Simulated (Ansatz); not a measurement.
**HfC: elastic constants with PBEsol**

Crystal: HfC.

```xyz
4
Lattice="3.3429 0.0000 0.0000 -1.6714 2.8950 0.0000 0.0000 0.0000 5.2027" Properties=species:S:1:pos:R:3 pbc="T T T"
Hf    0.0000    1.9300    1.3007
Hf    1.6714    0.9650    3.9020
C     0.0000    0.0000    2.6014
C     0.0000    0.0000    0.0000
```

The cell comes from a database or a generator and needn't be the stable form of this composition.

```json
{
  "Program": "Ansatz 0.2.0",
  "Task": "elastic constants",
  "Functional": "PBEsol",
  "Potentials or basis": "Ansatz PAW",
  "Cutoff": "420 eV (not typed: the program's choice for these potentials)",
  "k mesh": "8 × 8 × 6",
  "Occupations": "fermi-dirac, width 0.05 eV",
  "Spin": "no spin polarisation",
  "Atoms under strain": "relaxed"
}
```

```json
{
  "Pressure": "-7.4 GPa",
  "Band gap on the k mesh": "none (metal or under the smearing width)",
  "Voigt bulk modulus": "217 GPa"
}
```

Stress tensor (GPa, compression positive):
```
-8.20  0.00  0.00
 0.00 -8.20  0.00
 0.00  0.00 -5.69
```

Levels at points of the mesh, in eV from the Fermi level:
| k point | band 27 | band 28 | band 29 | band 30 | band 31 | band 32 | band 33 | band 34 |
| --- | --- | --- | --- | --- | --- | --- | --- | --- |
| (0.00, 0.00, 0.00) | -3.22 | -1.26 | -1.26 | 0.88 | 1.30 | 1.30 | 1.77 | 1.77 |
| (0.00, 0.00, -0.50) | -2.77 | -2.77 | -2.77 | -2.77 | 3.83 | 3.83 | 3.83 | 3.83 |
| (0.00, -0.50, 0.00) | -3.60 | -3.41 | -1.94 | -1.21 | 1.35 | 4.18 | 4.62 | 4.65 |
| (0.00, -0.50, -0.50) | -3.13 | -3.13 | -2.49 | -2.49 | 1.20 | 1.20 | 4.55 | 4.55 |

Elastic tensor in Voigt notation (GPa, in the Cartesian axes of the cell as first typed):
```
391  96 176   0   0   0
 96 391 176   0   0   0
179 179 268   0   0   0
  0   0   0 174   0   0
  0   0   0   0 174   0
  0   0   0   0   0 148
```

Wall time 71 s on 2 threads of Arm Neoverse V2, on a shared host, peak memory 0.48 GiB.

Caveat: the cell is more than 3 GPa from zero pressure, which shifts response properties; elastic constants of metals need much finer meshes, so these are rough; the PAW data sets come from PBE, with cores solved anew for the run's functional, which leaves a small shift of forces and pressure. Spin-orbit coupling is left out, which matters for the levels of Hf.
